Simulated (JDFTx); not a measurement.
Co under changes of volume

One of the cells (10.640 Å³/atom); the others are scaled copies at fixed shape and fractional positions:

```
Co
1.0
     2.47200    0.00000    0.00000
    -1.23600    2.14081    0.00000
     0.00000    0.00000    4.02114
Co
2
Direct
  0.66667 0.33333 0.75000
  0.33333 0.66667 0.25000
```

```yaml
Program: JDFTx 1.7.0 (patched build)
Functional: PBEsol
Potentials_or_basis: PseudoDojo-SR-PBEsol-0.4.1-standard with smoothed tails
Cutoff: 1306 eV
Density_cutoff: 10449 eV
k_mesh: 8 × 8 × 5
Occupations: fermi-dirac, width 0.05 eV
Spin: collinear spin, ferromagnetic start
Starting_moments: "[2.0, 2.0] μB"
```

```csv
volume (Å³/atom),energy over the lowest point (meV/atom),pressure (GPa),moment (μB per cell)
10.002,14.12,11.2,3.25
10.215,3.22,5.1,3.27
10.427,0.00,-0.3,3.28
10.640,?,?,?
10.853,12.75,-9.2,3.32
11.066,27.44,-13.0,3.34
11.279,46.95,-16.4,3.35
```

Q: What does the run at 10.640 Å³/atom give?

A: Energy over the lowest point 3.44 meV/atom; pressure -5.0 GPa; moment 3.30 μB per cell.

Worked out: A Birch-Murnaghan fit of order 3 (a polynomial in V^(-2/3)) to the other rows has its minimum at 10.42 Å³/atom with B0 = V·E''(V) = 248 GPa and B' = 4.7 at fixed shape and positions, which overstates the stiffness. It gives 3.36 meV/atom at 10.640 Å³/atom, against the run's 3.44, and -dE/dV = -4.9 GPa, against -5.0. A straight line through the other rows of the moment, of slope 0.0806 μB per Å³/atom, gives 3.30 μB, against the run's 3.30.

Energies are extrapolated to zero smearing.

Caveats: some runs use coarse meshes.
